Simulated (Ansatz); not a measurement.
MgF₂ (started from an entry of an open crystallographic database) was relaxed with 4 functionals in Ansatz 0.2.0, cell and atoms free, the symmetry of the start kept (meshes: PBE 6×6×8, r2SCAN 6×6×8, PBEsol 6×6×8, LDA 6×6×8). No spin polarisation and no zero-point or thermal motion.

The LDA result:
```
CELL_PARAMETERS angstrom
4.55604 0.00000 0.00000
0.00000 4.55604 0.00000
0.00000 0.00000 3.01212
ATOMIC_POSITIONS crystal
Mg 0.00000 0.00000 0.00000
Mg 0.50000 0.50000 0.50000
F 0.30297 0.30297 0.00000
F 0.19703 0.80297 0.50000
F 0.69703 0.69703 0.00000
F 0.80297 0.19703 0.50000
```

Space group P4_2/mnm (No. 136), tetragonal; conventional cell a = 4.556 Å, c = 3.012 Å, 10.42 Å³ an atom. Mg is surrounded by 6 F at 1.95–1.97 Å; F is surrounded by 3 Mg at 1.95–1.97 Å.

Q: Order the functionals by the relaxed volume, smallest first.
A. LDA
B. PBE
C. r2SCAN
D. PBEsol

A: A (10.42 Å³/atom), C (10.85 Å³/atom), D (10.99 Å³/atom), B (11.38 Å³/atom).

Q: How does the cell change with PBE?

A: a = 4.698 Å, c = 3.093 Å; the volume differs by +9.2 % from LDA's. Mg is surrounded by 6 F at 2.02 Å; F is surrounded by 3 Mg at 2.02 Å.

Q: What lattice does r2SCAN give?

A: a = 4.622 Å, c = 3.046 Å; the volume differs by +4.1 % from LDA's. Around Mg lie 6 F at 1.98–1.99 Å; around F lie 3 Mg at 1.98–1.99 Å.

Q: Held at the r2SCAN cell, what mean stress do LDA and PBE find, and does its sign point to their own minimum?

A: Yes. LDA -4.20 GPa, and its relaxed volume is -3.9 % from r2SCAN's; PBE +4.93 GPa, and its relaxed volume is +4.9 % from r2SCAN's. Compression counts positive, so a positive stress asks for a larger cell.
